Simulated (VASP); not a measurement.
Wanted: the native input for a VASP 6.6.1 run.

```yaml
Task: relaxation of cell and atoms
Functional: LDA
Potentials_or_basis: VASP PAW LDA potentials, release 64 (W_sv)
Cutoff: 350 eV
k_mesh: 10 × 10 × 10
Occupations: gaussian, width 0.1 eV
Spin: no spin polarisation
Further_INCAR_settings: ALGO = Fast; EDIFF = 1e-07; IBRION = 2; EDIFFG = -0.002; NSW = 80; ISIF = 3
```

The structure of W lies in POSCAR:

```
W                                       
1.0
   -1.5711240117      1.5711240117      1.5711240117
    1.5711240117     -1.5711240117      1.5711240117
    1.5711240117      1.5711240117     -1.5711240117
  W             
     1
Direct
     0.0000000000000000    0.0000000000000000    0.0000000000000000
```

These files were run (other wordings do the same):

INCAR

```
PREC = Accurate
ENCUT = 350
EDIFF = 1E-7
ISMEAR = 0
SIGMA = 0.1
LREAL = False
LASPH = True
NELM = 60
ALGO = Fast
ISIF = 3
LWAVE = False
LCHARG = False
IBRION = 2
NSW = 80
EDIFFG = -0.002
```

KPOINTS

```
Automatic mesh
0
Gamma
  10 10 10
```

Potentials or basis: VASP PAW LDA potentials, release 64 (W_sv).

Run with:

```sh
$ cat potpaw_LDA.64/W_sv/POTCAR > POTCAR
$ mpirun -np 1 vasp_std > vasp.out
```

It gave:

```json
{"Energy gained by relaxing": "0.0 meV/atom", "Ionic steps": "4", "Pressure after relaxing": "0.0 GPa", "Band gap on the k mesh": "none (metal or under the smearing width)"}
```

Wall time 10 s on 1 thread of Intel(R) Xeon(R) Platinum 8259CL CPU @ 2.50GHz (Skylake/Cascade Lake), on a shared host, peak memory 0.12 GiB.
